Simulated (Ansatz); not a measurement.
# AlN (P6_3mc) in Ansatz: a series of runs

The runs below take AlN through Born charges and dielectric tensor, phonons, with PBE, PBEsol.

All numbers are computed with Ansatz 0.2.0; they aren't measurements. Logs are shortened: lines on timing, memory, paths and dates and some standing lists are left out, and cuts for length are marked.

**Measured values to compare with.**

“Structural and optical properties of self-assembled AlN nanowires grown on SiO2/Si substrates by molecular beam epitaxy”, 2024, arxiv:2402.00216 quotes, for a bulk crystal of AlN at 0 K: band gap 6.0343 eV (an exciton energy, a little under the gap).

“Self-assembly of well-separated AlN nanowires directly on sputtered metallic TiN films”, 2019, arxiv:1910.07391 quotes, for a bulk crystal of AlN at 10 K: band gap 6.034 eV (an exciton energy, a little under the gap).

The runs below are set against these values where they give the same quantity.

## (1) The structure

Symmetry: P6_3mc, No. 186, hexagonal system. The conventional cell has a = 3.113 Å, b = 3.113 Å, c = 4.981 Å, α = 90.00°, β = 90.00°, γ = 120.00°. Al (site symmetry 3m) has 4 N at 1.89 Å as nearest neighbours. Around N (site symmetry 3m) lie 4 Al at 1.89 Å.

## (2) Born charges and dielectric tensor, PBE

File input.yaml:

```yaml
crystal:
  lattice:
    - [3.113, 0.0, 0.0]
    - [-1.5565, 2.695937082, 0.0]
    - [0.0, 0.0, 4.981]
  atoms:
    - { symbol: Al, position: [0.6666666667, 0.3333333333, 0.5] }
    - { symbol: Al, position: [0.3333333333, 0.6666666667, 0.0] }
    - { symbol: "N", position: [0.6666666667, 0.3333333333, 0.88] }
    - { symbol: "N", position: [0.3333333333, 0.6666666667, 0.38] }
hamiltonian:
  xc: pbe
  pseudopotentials: { kind: paw }
kpoints:
  mp_grid: { grid: [10, 10, 6] }
scf:
  occupations: { method: fixed }
output:
  eigenvalues: true
dielectric:
  method: response
```

Potentials or basis: Ansatz PAW.

The run is started by

```bash
ansatz run input.yaml --threads 2 --pin off --max-ram 5632MiB --backend cpu --events-out ev --progress --plain --runs-dir out
```

What it wrote:

```text
Warning: RAYON_NUM_THREADS=2 ignored (pool sized by the plan → 2); use --threads N
Engine: ansatz 0.2.0, x86_64-unknown-linux-gnu
Pseudopotentials: kind: paw
Pseudopotential: Al, paw, valence charge 3, recommended cutoff 420 eV (normal), Al.paw.azcp
Pseudopotential: N, paw, valence charge 5, recommended cutoff 420 eV (normal), N.paw.azcp
Functional definition: PBE
  parameter kappa = 0.804
  parameter beta = 0.06672455060314922
  exchange = pbe_x(kappa = kappa, mu = beta*pi^2/3)
  correlation = pbe_c(beta = beta)
Crystal: 4 atoms, lattice volume = 41.803 Å³
Basis set: ecut = 420 eV, 809 PW (Γ), exchange–correlation on 48×48×72 points (8 copies of the dense FFT grid, shifted against one another)
Bands: 12, of which v1, the nominal top of the filled ones, is band 8 counted from 1 (7 counted from 0)
Symmetry: 12 space group operations
k-points: 172 of 600 (irreducible under 2 space group operations, time reversal used)
Non-local potential: Al, projectors of the file, l = 0: 2, l = 1: 2, l = 2: 1
Non-local potential: N, projectors of the file, l = 0: 2, l = 1: 2, l = 2: 1
PAW form: soft (Blöchl's): semilocal exchange-correlation on the pseudo side does not see the compensation charge
PAW one-centre angular grid: Al, 110 points (default); XC on 64 Gauss nodes
PAW one-centre angular grid: N, 110 points (default); XC on 64 Gauss nodes
Initial density: superposition of atomic densities (neutral atoms: chi_scale 0, normalization atom), corrected by the library's trained network
Initial wavefunctions: pseudopotential atomic-orbital guess
Functional: x = pbe(κ = 0.804, μ = 0.2195149727645171), c = pbe(β = 0.06672455060314922)
SCF iter   1: F=—  HF=-1848.497435 eV  |F-HF|=—  |Δ(HF+E_count)|=         —  Δρ=8.36e-4  dr2=1.46e-4  ethr=1.77e-3  ⟨swp⟩=5.1  Hψ=11454  notcnv=0  defer=317
preconditioner: auto → none  [insulator: Δε(μ)=4.209 eV  Ē_g=13.125 eV  n_scr=2 (ndim 8)  ℏωp=23.0 eV  f_vac=0.000  ε∞_Penn≈4.1]
SCF iter   2: F=—  HF=-1848.497710 eV  |F-HF|=—  |Δ(HF+E_count)|=   2.75e-4  Δρ=4.34e-4  dr2=2.45e-5  ethr=9.13e-7  ⟨swp⟩=2.3  Hψ=5128  notcnv=0  defer=344
SCF iter   3: F=—  HF=-1848.497772 eV  |F-HF|=—  |Δ(HF+E_count)|=   6.18e-5  Δρ=1.93e-4  dr2=5.92e-6  ethr=1.53e-7  ⟨swp⟩=2.0  Hψ=3096  notcnv=0  defer=107
SCF iter   4: F=—  HF=-1848.497789 eV  |F-HF|=—  |Δ(HF+E_count)|=   1.73e-5  Δρ=1.38e-5  dr2=3.41e-8  ethr=3.70e-8  ⟨swp⟩=2.0  Hψ=3438  notcnv=0  defer=15
SCF iter   5: F=—  HF=-1848.497790 eV  |F-HF|=—  |Δ(HF+E_count)|=   8.52e-7  Δρ=3.39e-6  dr2=1.97e-9  ethr=2.13e-10  ⟨swp⟩=2.5  Hψ=3478  notcnv=0  defer=6
SCF iter   6: F=-1848.497790 eV  HF=-1848.497790 eV  |F-HF|=3.39e-11  |Δ(HF+E_count)|=   4.22e-9  Δρ=3.55e-7  dr2=2.45e-11  ethr=1.00e-12  ⟨swp⟩=2.2  Hψ=9334  notcnv=0
SCF 1 converged in 6 iterations: F = -1848.497790 eV  dr2 = 2.45e-11
NSCF: frozen V_eff on 2 k-points
DFPT response loops at Γ: preconditioner auto → none (the input reference at scf.mixing.eps_inf says where Resta's filter doesn't serve); β = 0.50; Broyden in place of MSR1
── the response to a field inside a basis, on 10×10×6 k-points: an SCF that follows is theirs, and a resumed run solves both again ──
Bands: 9, of which v1, the nominal top of the filled ones, is band 8 counted from 1 (7 counted from 0)
k-points: 90 of 600 (irreducible under 4 space group operations, time reversal used)
Initial density: handed on by an earlier stage of this run
Initial wavefunctions: pseudopotential atomic-orbital guess (no wavefunctions were taken with the density)
Eigensolver: Dense (90 Hₖ)
SCF iter   1: F=—  HF=-1848.500538 eV  |F-HF|=—  |Δ(HF+E_count)|=         —  Δρ=3.78e-4  dr2=8.73e-6  ethr=1.00e-1
preconditioner: auto → none  [insulator: Δε(μ)=4.610 eV  Ē_g=11.185 eV  n_scr=2 (ndim 8)  ℏωp=23.0 eV  f_vac=0.000  ε∞_Penn≈5.2]
SCF iter   2: F=—  HF=-1848.500551 eV  |F-HF|=—  |Δ(HF+E_count)|=   1.26e-5  Δρ=1.79e-4  dr2=2.44e-6  ethr=5.46e-8
SCF iter   3: F=—  HF=-1848.500555 eV  |F-HF|=—  |Δ(HF+E_count)|=   4.53e-6  Δρ=6.90e-5  dr2=6.54e-7  ethr=1.53e-8
SCF iter   4: F=-1848.500556 eV  HF=-1848.500556 eV  |F-HF|=4.58e-9  |Δ(HF+E_count)|=   3.61e-7  Δρ=5.68e-6  dr2=3.77e-9  ethr=4.08e-9
SCF 1 converged in 4 iterations: F = -1848.500556 eV  dr2 = 3.77e-9
DFPT response loops at Γ: mixed as the last ones told, above
SCF converged after 6 iterations
Free energy (F): -1848.497790 eV
Harris-Foulkes:  -1848.497790 eV  (|F-HF|=3.39e-11)
Internal energy: -1848.497790 eV  (E = F + TS)
E sigma→0 (E₀):  -1848.497790 eV
Fermi energy:    7.119554 eV
--- Per-component energies (eV) ---
  E_band       = 30.374978
  E_kinetic    = 318.953808
  E_local      = -448.269751  (includes V_loc(G=0)·N_el)
  E_nonlocal   = 110.843846
  E_hartree    = 155.685229
  E_xc         = -203.726102
  E_vxc        = -215.995479  (∫ρ·V_xc dr)
  E_paw        = -1190.321745  (= ΣΔE_a)
  E_vpaw       = -46.528145  (= ΣTr[D̂ρ^β])
  E_aug_tail   = 0.000194  (compensation charges beyond the density's cutoff)
  E_ewald      = -591.663270
  E_smearing   = -0.000000  (= −TS)
  E_closure    = 0.000000  (closes the sum)
  Σ components = -1848.497790   (vs F -1848.497790, Δ=0.00e0)
--- Band table (eV; the first three rows and the last of 172) ---
  k-point 0: bands = ["-8.0267", "-5.8835", "1.1562", "6.2905", "6.2905", "6.9399", "6.9399", "7.1196", "11.3323", "13.7884", "17.7301", "18.2932"]
  k-point 1: bands = ["-7.9204", "-6.0902", "1.5255", "6.3320", "6.3320", "6.5210", "6.8938", "6.8938", "11.8238", "13.8548", "17.5576", "18.2601"]
  k-point 2: bands = ["-7.6125", "-6.5824", "2.4942", "5.2378", "6.4457", "6.4457", "6.7702", "6.7702", "12.7746", "13.9124", "17.2871", "18.3045"]
  k-point 171: bands = ["-6.0980", "-5.3560", "2.2560", "2.7917", "3.9951", "4.4241", "5.3090", "6.0069", "13.0295", "14.5811", "15.7958", "16.9296"]
--- Dielectric response (ions clamped): 3 representative field directions + reference, inside a basis on a mesh of 600 k-points (Σ response iterations 15) ---
  ε∞ (high-frequency dielectric tensor):
        4.446527    -0.000000     0.000000
       -0.000000     4.446527     0.000000
        0.000000     0.000000     4.645694
  Born effective charges Z* (e; rows j = field, columns β = displacement):
    site 0:
         2.52801   -0.00000    0.00000
        -0.00000    2.52801   -0.00000
         0.00000   -0.00000    2.68170
    site 1:
         2.52801   -0.00000    0.00000
        -0.00000    2.52801    0.00000
         0.00000    0.00000    2.68170
    site 2:
        -2.52801    0.00000   -0.00000
         0.00000   -2.52801    0.00000
        -0.00000    0.00000   -2.68170
    site 3:
        -2.52801    0.00000    0.00000
         0.00000   -2.52801   -0.00000
         0.00000   -0.00000   -2.68170
  Z* charge neutrality: 2.022e-3 e pre-enforcement
  solved inside a basis spanned on kpoints, on 10×10×6 k-points, its susceptibility summed on 16×16×10: ε∞ is read to err by 1.4e-2, Z* by 1.1e-2 e (field_mesh: kpoints solves on kpoints); Z* is corrected for what the basis lacks
```

Run time: 71 s. Hardware: 2 threads of Intel Xeon at 2.50GHz (Skylake/Cascade Lake), shared host; peak memory 0.62 GiB.

Results:

```yaml
Free_energy: -1848.4978 eV
Band_gap_on_the_k_mesh: 4.21 eV, direct
Electronic_dielectric_tensor_diagonal: 4.45, 4.45, 4.65
Born_charges_mean_of_the_diagonal: Al +2.58; N -2.58 e
```

Levels at points of the mesh, in eV from the valence-band top:
```
             k point  band 6  band 7  band 8  band 9  band 10  band 11
  (0.00, 0.00, 0.00)   -0.18   -0.18    0.00    4.21     6.67    10.61
 (0.00, 0.00, -0.50)   -0.51   -0.51   -0.51    6.47     6.47    10.35
 (0.00, -0.50, 0.00)   -2.05   -1.76   -0.66    5.82     5.84     8.20
(0.00, -0.50, -0.50)   -1.43   -1.35   -1.35    5.33     5.33     9.30
 (-0.50, 0.00, 0.00)   -2.05   -1.76   -0.66    5.82     5.84     8.20
(-0.50, 0.00, -0.50)   -1.43   -1.35   -1.35    5.33     5.33     9.30
```

Electronic dielectric tensor:
```
4.45 0.00 0.00
0.00 4.45 0.00
0.00 0.00 4.65
```

Born effective charge tensors (e):
atom 1, Al
```
2.53 0.00 0.00
0.00 2.53 0.00
0.00 0.00 2.68
```
atom 2, Al
```
2.53 0.00 0.00
0.00 2.53 0.00
0.00 0.00 2.68
```
atom 3, N
```
-2.53  0.00  0.00
 0.00 -2.53  0.00
 0.00  0.00 -2.68
```
atom 4, N
```
-2.53  0.00  0.00
 0.00 -2.53  0.00
 0.00  0.00 -2.68
```

## (3) Phonons, PBEsol

Edit input.yaml of step 2 so:

```diff
@@ -11,11 +11,11 @@
 hamiltonian:
-  xc: pbe
+  xc: pbesol
   pseudopotentials: { kind: paw }
 kpoints:
-  mp_grid: { grid: [10, 10, 6] }
+  mp_grid: { grid: [7, 7, 5] }
 scf:
   occupations: { method: fixed }
-output:
-  eigenvalues: true
-dielectric:
-  method: response
+phonons:
+  method: dfpt
+  dielectric: true
+  rigid_motions: translations
```

Potentials or basis: Ansatz PAW.

The run is started by

```bash
ansatz run input.yaml --threads 2 --pin off --max-ram 5632MiB --backend cpu --events-out ev --progress --plain --runs-dir out
```

What it wrote:

```text
Warning: RAYON_NUM_THREADS=2 ignored (pool sized by the plan → 2); use --threads N
Engine: ansatz 0.2.0, x86_64-unknown-linux-gnu
Pseudopotentials: kind: paw
Pseudopotential: Al, paw, valence charge 3, recommended cutoff 420 eV (normal), Al.paw.azcp
Pseudopotential: N, paw, valence charge 5, recommended cutoff 420 eV (normal), N.paw.azcp
Functional definition: PBEsol
  exchange = pbesol_x
  correlation = pbesol_c
Crystal: 4 atoms, lattice volume = 41.803 Å³
Basis set: ecut = 420 eV, 809 PW (Γ), exchange–correlation on 48×48×72 points (8 copies of the dense FFT grid, shifted against one another)
Bands: 12, of which v1, the nominal top of the filled ones, is band 8 counted from 1 (7 counted from 0)
Symmetry: 12 space group operations
k-points: 72 of 245 (irreducible under 2 space group operations, time reversal used)
Non-local potential: Al, projectors of the file, l = 0: 2, l = 1: 2, l = 2: 1
Non-local potential: N, projectors of the file, l = 0: 2, l = 1: 2, l = 2: 1
PAW form: soft (Blöchl's): semilocal exchange-correlation on the pseudo side does not see the compensation charge
PAW frozen core: Al, regenerated for the run's functional, and the local potential with it (the file was generated under x = pbe(κ = 0.804, μ = 0.2195149727645171), c = pbe(β = 0.06672455060314922))
PAW frozen core: N, regenerated for the run's functional, and the local potential with it (the file was generated under x = pbe(κ = 0.804, μ = 0.2195149727645171), c = pbe(β = 0.06672455060314922))
PAW one-centre angular grid: Al, 110 points (default); XC on 64 Gauss nodes
PAW one-centre angular grid: N, 110 points (default); XC on 64 Gauss nodes
Initial density: superposition of atomic densities (neutral atoms: chi_scale 0, normalization atom), corrected by the library's trained network
Initial wavefunctions: pseudopotential atomic-orbital guess
Functional: x = pbesol(κ = 0.804, μ = 0.12345679012345678), c = pbesol(β = 0.046)
SCF iter   1: F=—  HF=-1811.928706 eV  |F-HF|=—  |Δ(HF+E_count)|=         —  Δρ=1.04e-2  dr2=4.78e-2  ethr=1.77e-3  ⟨swp⟩=5.1  Hψ=4825  notcnv=0  defer=132
preconditioner: auto → none  [insulator: Δε(μ)=4.053 eV  Ē_g=12.951 eV  n_scr=2 (ndim 8)  ℏωp=23.0 eV  f_vac=0.000  ε∞_Penn≈4.1]
SCF iter   2: F=—  HF=-1811.916860 eV  |F-HF|=—  |Δ(HF+E_count)|=   1.18e-2  Δρ=4.38e-3  dr2=6.13e-3  ethr=2.99e-4  ⟨swp⟩=2.6  Hψ=2075  notcnv=0  defer=144
SCF iter   3: F=—  HF=-1811.914950 eV  |F-HF|=—  |Δ(HF+E_count)|=   1.91e-3  Δρ=6.24e-4  dr2=8.65e-5  ethr=3.83e-5  ⟨swp⟩=2.0  Hψ=1444  notcnv=0  defer=144
[... 83 lines left out ...]
  Z* charge neutrality: 1.715e-3 e pre-enforcement
  solved inside a basis spanned on kpoints, on 8×8×6 k-points, its susceptibility summed on 12×12×6: ε∞ is read to err by 1.6e-2, Z* by 1.3e-2 e (field_mesh: kpoints solves on kpoints); Z* is corrected for what the basis lacks
  optical modes at Γ without the LO–TO term, one row a degenerate level:
      ω (cm⁻¹)  modes    IR ((D/Å)²/amu)
        232.70      2             0.0000
        549.89      1             0.0000
        623.72      1            36.0475
        644.83      2             0.0000
        655.60      2            63.9807
        722.84      1             0.0000
  optical modes at Γ + LO–TO along q̂ = [1.0000, 0.0000, 0.0000]:
      ω (cm⁻¹)  modes    IR ((D/Å)²/amu)
        232.70      2             0.0000
        549.89      1             0.0000
        623.72      1            36.0475
        644.83      2             0.0000
        655.60      1            31.9903
        722.84      1             0.0000
        890.19      1            31.9903
  optical modes at Γ + LO–TO along q̂ = [0.0000, 1.0000, 0.0000]:
      ω (cm⁻¹)  modes    IR ((D/Å)²/amu)
        232.70      2             0.0000
        549.89      1             0.0000
        623.72      1            36.0475
        644.83      2             0.0000
        655.60      1            31.9903
        722.84      1             0.0000
        890.19      1            31.9903
  optical modes at Γ + LO–TO along q̂ = [0.0000, 0.0000, 1.0000]:
      ω (cm⁻¹)  modes    IR ((D/Å)²/amu)
        232.70      2             0.0000
        549.89      1             0.0000
        644.83      2             0.0000
        655.60      2            63.9807
        722.84      1             0.0000
        883.00      1            36.0475
```

optical_modes.tsv:

```text
# format = ansatz-optical-modes/1
# cell_volume_ang3 = 4.1802804090740935e1
[... 9 lines left out ...]
0e0	0e0	0e0	6.55597585509787e2	2	6.398069797126988e1	1.3866178434522127e0	-1.0755285551056204e-16	-6.742156799569612e-16	1.3866178434522147e0	-6.298136006890837e-15	2.893449275433136e-29
0e0	0e0	0e0	7.228404220633838e2	1	1.4646045221726377e-29	3.659807549270157e-33	-2.882089906636178e-32	3.8461944139559615e-32	2.269639077494829e-31	-3.028869127731463e-31	4.04207359834976e-31
[... 18 lines left out ...]
0e0	0e0	1e0	7.228404220633838e2	1	7.532259187555423e-30	5.31860557169102e-33	-4.0024901834607625e-32	1.0303588050907603e-32	3.012054090637581e-31	-7.753913967165884e-32	1.996085727580128e-32
0e0	0e0	1e0	8.830010882184903e2	1	3.6047453777348146e1	2.2183476538194615e-32	5.349898347352911e-34	-1.861748465181531e-16	1.2902131132480616e-35	-4.489902662421952e-18	1.5624725644954622e0
```

It took 44 s on 2 threads of Intel Xeon at 2.50GHz (Skylake/Cascade Lake), shared host; peak memory 0.5 GiB.

Results:

- Free energy: -1811.9150 eV
- Band gap on the k mesh: 4.13 eV, direct
- Electronic dielectric tensor (diagonal): 4.50, 4.50, 4.71
- Born charges (mean of the diagonal): Al +2.58; N -2.58 e
- Highest phonon frequency at Γ, LO-TO splitting left out: 723 cm⁻¹
- Static dielectric tensor (diagonal): 8.30, 8.30, 9.44

Levels at points of the mesh, in eV from the valence-band top:
```tsv
k point	band 5	band 6	band 7	band 8	band 9	band 10	band 11	band 12
(0.00, 0.00, 0.00)	-0.83	-0.18	-0.18	0.00	4.13	6.57	10.50	11.05
```

Phonon frequencies in cm⁻¹ (negative: imaginary):
| q point | frequencies |
| --- | --- |
| (0.000, 0.000, 0.000) | 0 0 0 233 233 550 624 645 645 656 656 723 |

Electronic dielectric tensor:
```
4.50 0.00 0.00
0.00 4.50 0.00
0.00 0.00 4.71
```

Born effective charge tensors (e):
atom 1, Al
```
2.53 0.00 0.00
0.00 2.53 0.00
0.00 0.00 2.68
```
atom 2, Al
```
2.53 0.00 0.00
0.00 2.53 0.00
0.00 0.00 2.68
```
atom 3, N
```
-2.53  0.00  0.00
 0.00 -2.53  0.00
 0.00  0.00 -2.68
```
atom 4, N
```
-2.53  0.00  0.00
 0.00 -2.53  0.00
 0.00  0.00 -2.68
```

Static dielectric tensor, electrons and zone-centre modes:
```
8.30 0.00 0.00
0.00 8.30 0.00
0.00 0.00 9.44
```

Caveat: odd divisions of the mesh miss points on the zone boundary, where band edges often lie, so the gap on the mesh can be too wide.

## (4) Against experiment

Step 2. Against the measured gap of AlN, 6.0343 eV (an exciton energy, a little under the gap; 0 K; quoted in “Structural and optical properties of self-assembled AlN nanowires grown on SiO2/Si substrates by molecular beam epitaxy”, 2024, arxiv:2402.00216), the calculated 4.21 eV is off by -1.82 eV. 2 values of this kind are on record (6.034 to 6.0343 eV); this one was drawn at random. The value is that of PBE on a finite k mesh, which can miss the band edges, without temperature or zero-point motion. Semilocal functionals fall short of measured gaps as a rule.

Step 3. Against the measured gap of AlN, 6.034 eV (an exciton energy, a little under the gap; 10 K; quoted in “Self-assembly of well-separated AlN nanowires directly on sputtered metallic TiN films”, 2019, arxiv:1910.07391), the calculated 4.13 eV is off by -1.90 eV. 2 values of this kind are on record (6.034 to 6.0343 eV); this one was drawn at random. The value is that of PBEsol, without temperature or zero-point motion. Semilocal functionals fall short of measured gaps as a rule.
